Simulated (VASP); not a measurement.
Input of a VASP 6.6.1 run:

The input INCAR:

```
ALGO = Normal
EDIFF = 1E-6
ENCUT = 520
ISIF = 2
ISMEAR = 0
IVDW = 12
LASPH = T
LCHARG = F
LMIXTAU = T
LNONCOLLINEAR = T
LORBIT = 11
LREAL = F
LWAVE = F
MAGMOM = 0 0 0.5
METAGGA = RSCAN
NELM = 60
PREC = Accurate
SIGMA = 0.01
VDW_A1 = 0.47023427
VDW_A2 = 5.73408312
VDW_S6 = 1.0
VDW_S8 = 1.08859014
```

KPOINTS

```
k-points
0
Gamma
  10 10 10
```

Contents of POSCAR:

```
Be
1.0
   -0.0048650000      1.5841290000      1.6020860000
    1.5566340000      0.0089770000      1.5882450000
    1.5665740000      1.5802280000     -0.0009640000
Be
1
Direct
    0.0016110000      0.0349900000      0.0083640000
```

Potentials or basis: VASP PAW PBE potentials, release 64 (Be).

Command:

```sh
$ cat potpaw_PBE.64/Be/POTCAR > POTCAR
$ mpirun -np 1 vasp_ncl > vasp.out
```

(1) Estimate the dispersion energy per atom.

(2) Predict the pressure.

(3) Estimate the net moment.

## Answers

(1) -0.197 eV.

(2) -4.5 GPa.

(3) 0.00 μB per cell.

Caveat: the PAW data sets were made with another functional, which shifts forces and pressure a little; pairwise dispersion overbinds metals, which lowers pressure and volume.
